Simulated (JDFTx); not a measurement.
**HgSe: equation of state with LDA**

**Measured values to compare with.**

From “The pseudo-binary mercury chalcogenide alloy HgSe0.7S0.3 at high pressure: a mechanism of the zinc blende/cinnabar reconstructive phase transition”, 2002, arxiv:cond-mat/0209548, for a bulk crystal of HgSe: bulk modulus 51.6 ± 0.2 GPa.

HgSe:

```xyz
2
Lattice="0.0000 3.0390 3.0390 3.0390 0.0000 3.0390 3.0390 3.0390 0.0000" Properties=species:S:1:pos:R:3 pbc="T T T"
Hg    0.0000    0.0000    0.0000
Se    4.5585    4.5585    4.5585
```

* Program: JDFTx 1.7.0 (patched build)
* Task: equation of state
* Functional: LDA
* Potentials or basis: PseudoDojo-SR-LDA-0.4.1-standard with smoothed tails
* Cutoff: 1170 eV
* Density cutoff: 9361 eV
* k mesh: 8 × 8 × 8
* Occupations: fermi-dirac, width 0.05 eV
* Spin: no spin polarisation

```
Equilibrium volume                      : 27.83 Å³/atom
Bulk modulus                            : 58 GPa
Pressure derivative of the bulk modulus : 5.0
```

Energy against volume, from the lowest point:
```csv
volume (Å³/atom),energy (meV/atom)
26.383,14.92
26.944,5.16
27.505,0.37
28.067,0.00
28.628,3.54
29.189,10.53
29.751,20.60
```

Against the measured bulk modulus of HgSe, 51.6 GPa (quoted in “The pseudo-binary mercury chalcogenide alloy HgSe0.7S0.3 at high pressure: a mechanism of the zinc blende/cinnabar reconstructive phase transition”, 2002, arxiv:cond-mat/0209548), the calculated 58 GPa is off by +12.6 %. The fit is for a static lattice scaled at fixed shape and fixed fractional positions.

Spin-orbit coupling is left out, which matters for the levels of Hg. LDA usually gives volumes a few per cent too small.
